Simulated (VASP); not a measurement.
# BAs (F-43m) in VASP: further runs

One crystal, BAs, is run at these levels: HSE06, PBE, TB-mBJ, LDA; tasks: dielectric tensor, single point.

Everything below comes from runs of VASP 6.6.1. Logs are shortened: lines on timing, memory, paths and dates and some standing lists are left out, and cuts for length are marked.

## (1) The structure

It takes space group F-43m (No. 216, cubic). Conventional cell: a = 4.778 Å, b = 4.778 Å, c = 4.778 Å, α = 90.00°, β = 90.00°, γ = 90.00°. Around B (site symmetry -43m) lie 4 As at 2.07 Å. Around As (site symmetry -43m) lie 4 B at 2.07 Å.

The cell was built by a generator and needn't be a form met in nature.

## (2) Dielectric tensor, HSE06

Input file POSCAR:

```
BAs
1.0
    0.0000000000      2.3889000000      2.3889000000
    2.3889000000      0.0000000000      2.3889000000
    2.3889000000      2.3889000000      0.0000000000
B As
1 1
Direct
    0.0000000000      0.0000000000      0.0000000000
    0.2500000000      0.2500000000      0.2500000000
```

Input file INCAR.step1:

```
PREC = Accurate
ENCUT = 520
ISMEAR = 0
SIGMA = 0.02
LREAL = F
LASPH = T
NELM = 80
ALGO = Normal
ISIF = 2
LWAVE = T
LCHARG = F
GGA = PE
EDIFF = 1E-5
KPAR = 8
```

Input file INCAR.step2:

```
PREC = Accurate
ENCUT = 520
EDIFF = 1E-8
ISMEAR = 0
SIGMA = 0.02
LREAL = F
LASPH = T
NELM = 80
ALGO = Normal
ISIF = 2
LWAVE = F
LCHARG = F
GGA = PE
LHFCALC = T
HFSCREEN = 0.2
PRECFOCK = Fast
LCALCEPS = T
ISTART = 1
KPAR = 8
```

Input file KPOINTS:

```
Automatic mesh
0
Gamma
  8 8 8
```

Potentials or basis: VASP PAW PBE potentials, release 64 (B, As).

Run with:

```bash
$ cat potpaw_PBE.64/B/POTCAR potpaw_PBE.64/As/POTCAR > POTCAR
$ cp INCAR.step1 INCAR
$ mpirun -np 8 vasp_std > vasp.out
$ cp INCAR.step2 INCAR
$ mpirun -np 8 vasp_std > vasp.out
```

OUTCAR:

```text
PREC = Accurate
   ENCUT = 520
   EDIFF = 1E-8
   ISMEAR = 0
   LREAL = F
   LASPH = T
   NELM = 80
   ISIF = 2
   GGA = PE
   LHFCALC = T
   HFSCREEN = 0.2
   PRECFOCK = Fast
   ISTART = 1

 ion  position               nearest neighbor table
   1  0.000  0.000  0.000-   2 2.07   2 2.07   2 2.07   2 2.07
   2  0.250  0.250  0.250-   1 2.07   1 2.07   1 2.07   1 2.07

  LATTYP: Found a face centered cubic cell.
 ALAT       =     4.7778000000

  Lattice vectors:

 A1 = (   0.0000000000,   2.3889000000,   2.3889000000)
 A2 = (   2.3889000000,   0.0000000000,   2.3889000000)
 A3 = (   2.3889000000,   2.3889000000,   0.0000000000)

Analysis of symmetry for initial positions (statically):
=====================================================================
 Subroutine PRICEL returns:
 Original cell was already a primitive cell.

 Routine SETGRP: Setting up the symmetry group for a
 face centered cubic supercell.

 Subroutine GETGRP returns: Found 24 space group operations
 (whereof 24 operations were pure point group operations)
 out of a pool of 48 trial point group operations.

The static configuration has the point symmetry T_d .

Analysis of symmetry for dynamics (positions and initial velocities):
=====================================================================
 Subroutine PRICEL returns:
 Original cell was already a primitive cell.

 Routine SETGRP: Setting up the symmetry group for a
 face centered cubic supercell.

 Subroutine GETGRP returns: Found 24 space group operations
 (whereof 24 operations were pure point group operations)
 out of a pool of 48 trial point group operations.

The dynamic configuration has the point symmetry T_d .

 Subroutine INISYM returns: Found 24 space group operations
 (whereof 24 operations are pure point group operations),
 and found     1 'primitive' translations

----------------------------------------------------------------------------------------

                                     Primitive cell

  volume of cell :      27.2662

  direct lattice vectors                    reciprocal lattice vectors
     0.000000000  2.388900000  2.388900000    -0.209301352  0.209301352  0.209301352
     2.388900000  0.000000000  2.388900000     0.209301352 -0.209301352  0.209301352
     2.388900000  2.388900000  0.000000000     0.209301352  0.209301352 -0.209301352

  length of vectors
     3.378414779  3.378414779  3.378414779     0.362520576  0.362520576  0.362520576

  position of ions in fractional coordinates (direct lattice)
     0.000000000  0.000000000  0.000000000
     0.250000000  0.250000000  0.250000000

  ion indices of the primitive-cell ions
   primitive index   ion index
                 1           1
                 2           2

----------------------------------------------------------------------------------------

 KPOINTS: Automatic mesh

Automatic generation of k-mesh.
 Grid dimensions read from file:
 generate k-points for:    8    8    8

 Generating k-lattice:

  Cartesian coordinates                     Fractional coordinates (reciprocal lattice)
    -0.026162669  0.026162669  0.026162669     0.125000000  0.000000000  0.000000000
     0.026162669 -0.026162669  0.026162669     0.000000000  0.125000000  0.000000000
     0.026162669  0.026162669 -0.026162669     0.000000000  0.000000000  0.125000000

  Length of vectors
     0.045315072  0.045315072  0.045315072

  Shift w.r.t. Gamma in fractional coordinates (k-lattice)
     0.000000000  0.000000000  0.000000000

 Subroutine IBZKPT returns following result:
 ===========================================

 Found     29 irreducible k-points:

 Following reciprocal coordinates:
            Coordinates               Weight
  0.000000  0.000000  0.000000      1.000000
  0.125000  0.000000  0.000000      8.000000
  0.250000  0.000000  0.000000      8.000000
  0.375000  0.000000  0.000000      8.000000
  0.500000  0.000000  0.000000      4.000000
  0.125000  0.125000  0.000000      6.000000
[... 16 lines left out ...]
  0.500000  0.250000  0.125000     48.000000
 -0.375000  0.250000  0.125000     24.000000
 [... further k-points ...]
   k-points           NKPTS =     29   k-points in BZ     NKDIM =    512   number of bands    NBANDS=      8
   number of dos      NEDOS =    301   number of ions     NIONS =      2
   total plane-waves  NPLWV =  21952
   dimension x,y,z NGX =    28 NGY =   28 NGZ =   28
   dimension x,y,z NGXF=    56 NGYF=   56 NGZF=   56
   ions per type =               1   1
   NGX,Y,Z   is equivalent  to a cutoff of  13.78, 13.78, 13.78 a.u.
   NGXF,Y,Z  is equivalent  to a cutoff of  27.56, 27.56, 27.56 a.u.
 SYSTEM =  unknown system
   PREC   = accura    normal or accurate (medium, high low for compatibility)
   ISTART =      1    job   : 0-new  1-cont  2-samecut
   ICHARG =      0    charge: 1-file 2-atom 10-const
   ISPIN  =      1    spin polarized calculation?
   LNONCOLLINEAR =      F non collinear calculations
   LSORBIT =      F    spin-orbit coupling
   LASPH  =      T    aspherical Exc in radial PAW
   ENCUT  =  520.0 eV  38.22 Ry    6.18 a.u.   6.28  6.28  6.28*2*pi/ulx,y,z
   NELM   =     80;   NELMIN=  2; NELMDL=  0     # of ELM steps
   EDIFF  = 0.1E-07   stopping-criterion for ELM
   LREAL  =      F    real-space projection
   EDIFFG = 0.1E-06   stopping-criterion for IOM
   NSW    =      0    number of steps for IOM
   IBRION =     -1    ionic relax: 0-MD 1-quasi-New 2-CG
   NFREE  =      0    steps in history (QN), initial steepest desc. (CG)
   ISIF   =      2    stress and relaxation
   ISYM   =      3    0-nonsym 1-usesym 2-fastsym
   POTIM  = 0.5000    time-step for ionic-motion
   TEBEG  =    0.0;   TEEND  =   0.0 temperature during run
   PSTRESS=    0.0 pullay stress
   NELECT =       8.0000    total number of electrons
   NUPDOWN=      -1.0000    fix difference up-down
   EMIN   =  10.00;   EMAX   =-10.00  energy-range for DOS
   EFERMI =   0.00;   METHOD = LEGACY
   ISMEAR =     0;   SIGMA  =   0.02  broadening in eV -4-tet -1-fermi 0-gaus
   EFERMI_NEDOS =   21; number of points for ismear=-14 and -15
   IALGO  =     38    algorithm
   IMIX   =      1    mixing-type and parameters
     AMIX     =   0.40;   BMIX     =  1.00
     AMIX_MAG =   1.60;   BMIX_MAG =  1.00
  volume/ion in A,a.u.               =      13.63        92.00
  Fermi-wavevector in a.u.,A,eV,Ry     =   1.087836  2.055712 16.100967  1.183388
  Thomas-Fermi vector in A             =   2.224004
   LORBIT       =      0    0 simple, 1 ext, 2 COOP (PROOUT), +10 PAW based schemes
   GGA     = PE    functional components
   LHFCALC =     T    Hartree Fock is set to
   PRECFOCK=fast      Normal, Fast or Accurate (Low or Medium for compatibility)
   ENCUT4O =  -1.0   cutoff for four orbital integrals eV
   NKREDX  =     1    reduce k-point grid by
   NKREDY  =     1    reduce k-point grid by
   NKREDZ  =     1    reduce k-point grid by
   AEXX    =    0.2500 exact exchange contribution
   HFSCREEN=    0.2000 screening length (either q_TF or 0.3 A-1)
   HFSCREENC=   0.2000 screening length for correlation (either q_TF or 0.3 A-1)
   ENCUTFOCK=  -1.0 apply spherical cutoff to Coloumb kernel
   IVDW    =     0    specifies the selected vdW correction
   LEPSILON=     F    determine dielectric tensor
   LRPA    =     F    only Hartree local field effects (RPA)
   LRPA       =     F
 non-spin polarized calculation
 Gauss-broadening in eV      SIGMA  =   0.02
  energy-cutoff  :      520.00
  volume of cell :       27.27
 maximum number of plane-waves:       754
 NGX is ok and might be reduce to    28
  NGX = 16; NGY = 16; NGZ = 16

 number of electron       8.0000000 magnetization

 Free energy of the ion-electron system (eV)
  ---------------------------------------------------
  ext. energy  EPLUGINS =         0.00000000
  ---------------------------------------------------
  free energy    TOTEN  =       -13.28963019 eV

  energy without entropy =      -13.28963019  energy(sigma->0) =      -13.28963019

 E-fermi :   5.8102     XC(G=0):  -8.7475

 val. band max:        5.7006726379   @ k =   0.0000   0.0000   0.0000
 cond. band min:   10000.0000000000   @ k =   0.0000   0.0000   0.0000
 fundamental gap:   9994.2993273621
 Fermi energy:         5.8102116711

 k-point     1 :       0.0000    0.0000    0.0000
  band No.  band energies     occupation
      1     -11.2602      2.00000
      2       5.7006      2.00000
      3       5.7006      2.00000
      4       5.7007      2.00000
      5   10000.0000      0.00000
      6   10000.0000      0.00000
      7   10000.0000      0.00000
      8   10000.0000      0.00000

 k-point     2 :       0.1250    0.0000    0.0000
  band No.  band energies     occupation
      1     -10.9779      2.00000
      2       3.5998      2.00000
      3       5.2393      2.00000
      4       5.2393      2.00000
      5   10000.0000      0.00000
      6   10000.0000      0.00000
      7   10000.0000      0.00000
      8   10000.0000      0.00000

 k-point     3 :       0.2500    0.0000    0.0000
  band No.  band energies     occupation
      1     -10.1545      2.00000
      2       0.3039      2.00000
      3       4.4625      2.00000
      4       4.4625      2.00000
      5   10000.0000      0.00000
      6   10000.0000      0.00000
      7   10000.0000      0.00000
      8   10000.0000      0.00000
[... 210 lines left out ...]
 k-point    23 :       0.5000    0.2500    0.1250
  band No.  band energies     occupation
      1      -8.2407      2.00000
      2      -2.1982      2.00000
      3       0.8698      2.00000
      4       2.7314      2.00000
      5   10000.0000      0.00000
      6   10000.0000      0.00000
      7   10000.0000      0.00000
      8   10000.0000      0.00000

 k-point    24 :      -0.3750    0.2500    0.1250
  band No.  band energies     occupation
      1      -7.4234      2.00000
      2      -3.4676      2.00000
      3       0.7302      2.00000
      4       2.3622      2.00000
      5   10000.0000      0.00000
      6   10000.0000      0.00000
      7   10000.0000      0.00000
      8   10000.0000      0.00000

 [... further k-points ...]

------------------------ aborting loop because EDIFF is reached ----------------------------------------

            Ionic dipole moment: p[ion]=(     5.97225     5.97225     5.97225 ) |e| Angst

 Total electronic dipole moment: p[elc]=(     0.00350     0.00350     0.01533 ) |e| Angst

 MACROSCOPIC STATIC DIELECTRIC TENSOR (including local field effects)
 ------------------------------------------------------
           8.850166     0.000000    -0.000000
           0.000000     8.850166     0.000000
          -0.000000     0.000000     8.850166
 ------------------------------------------------------

 PIEZOELECTRIC TENSOR (including local field effects) (e Angst)
          XX          YY          ZZ          XY          YZ          ZX
  --------------------------------------------------------------------------------
  x     0.00000     0.00000     0.00000     0.00000     0.03459     0.00000
  y    -0.00000    -0.00000    -0.00000     0.00000     0.00000     0.03459
  z    -0.00000    -0.00000     0.00000     0.03459    -0.00000     0.00000

 PIEZOELECTRIC TENSOR (including local field effects) (C/m^2)
          XX          YY          ZZ          XY          YZ          ZX
  --------------------------------------------------------------------------------
  x     0.00000     0.00000     0.00000     0.00000     0.02033     0.00000
  y    -0.00000    -0.00000    -0.00000     0.00000     0.00000     0.02033
  z    -0.00000    -0.00000     0.00000     0.02033    -0.00000     0.00000

 BORN EFFECTIVE CHARGES (including local field effects) (in |e|, cummulative output)
 ---------------------------------------------------------------------------------
 ion    1
    1    -0.43335     0.00000     0.00000
    2     0.00000    -0.43335    -0.00000
    3    -0.00000     0.00000    -0.43335
 ion    2
    1     0.43335     0.00000     0.00000
    2    -0.00000     0.43335     0.00000
    3    -0.00000    -0.00000     0.43335

  FORCE on cell =-STRESS in cart. coord.  units (eV):
  Direction    XX          YY          ZZ          XY          YZ          ZX
  --------------------------------------------------------------------------------------
  -------------------------------------------------------------------------------------
  Total       -0.1186442     -0.1186442     -0.1186442      0.0000000     -0.0000000     -0.0000000
  in kB       -6.9716092     -6.9716092     -6.9716092      0.0000000     -0.0000000     -0.0000000
  external PRESSURE =      -6.9716092 kB  Pullay stress =       0.0000000 kB

 VOLUME and BASIS-vectors are now :
 -----------------------------------------------------------------------------
  energy-cutoff  :      520.00
  volume of cell :       27.27
      direct lattice vectors                 reciprocal lattice vectors
     0.000000000  2.388900000  2.388900000    -0.209301352  0.209301352  0.209301352
     2.388900000  0.000000000  2.388900000     0.209301352 -0.209301352  0.209301352
     2.388900000  2.388900000  0.000000000     0.209301352  0.209301352 -0.209301352

 POSITION                                       TOTAL-FORCE (eV/Angst)
 -----------------------------------------------------------------------------------
      0.00000      0.00000      0.00000        -0.000000     -0.000000     -0.000000
      1.19445      1.19445      1.19445         0.000000      0.000000      0.000000
 -----------------------------------------------------------------------------------
    total drift:                                0.000000      0.000000     -0.000000

  FREE ENERGIE OF THE ION-ELECTRON SYSTEM (eV)
  ---------------------------------------------------
  free  energy   TOTEN  =       -13.2896301948 eV

  energy  without entropy=      -13.2896301948  energy(sigma->0) =      -13.28963019
```

Wall time 18 min (8 MPI ranks of Intel Xeon 6975P-C (Granite Rapids), shared host); peak memory 0.46 GiB.

What came out:

```
Band gap on the k mesh                  : 1.86 eV, indirect (least direct gap 4.13 eV)
Electronic dielectric tensor (diagonal) : 8.85
Born charges (mean of the diagonal)     : B -0.43; As +0.43 e
```

Levels at points of the mesh, in eV from the valence-band top:
| k point | band 1 | band 2 | band 3 | band 4 | band 5 | band 6 | band 7 | band 8 |
| --- | --- | --- | --- | --- | --- | --- | --- | --- |
| (0.00, 0.00, 0.00) | -16.96 | 0.00 | 0.00 | 0.00 | 4.13 | 4.13 | 4.13 | 5.88 |
| (0.50, 0.00, 0.00) | -13.77 | -9.70 | -1.99 | -1.99 | 3.57 | 5.71 | 5.71 | 10.03 |
| (0.50, 0.50, 0.00) | -12.27 | -9.49 | -4.46 | -4.46 | 2.09 | 2.16 | 12.95 | 12.95 |

Electronic dielectric tensor:
```
8.85 0.00 0.00
0.00 8.85 0.00
0.00 0.00 8.85
```

Born effective charge tensors (e):
atom 1, B
```
-0.43  0.00  0.00
 0.00 -0.43  0.00
 0.00  0.00 -0.43
```
atom 2, As
```
0.43 0.00 0.00
0.00 0.43 0.00
0.00 0.00 0.43
```

Dipole moments of the cell (e·Å, modulo the quantum): ionic 5.972, 5.972, 5.972; electronic 0.004, 0.004, 0.015

Caveat: the PAW data sets were made with another functional, which shifts forces and pressure a little. A k mesh can miss the band edges.

(Continued in part 2 of 3.)
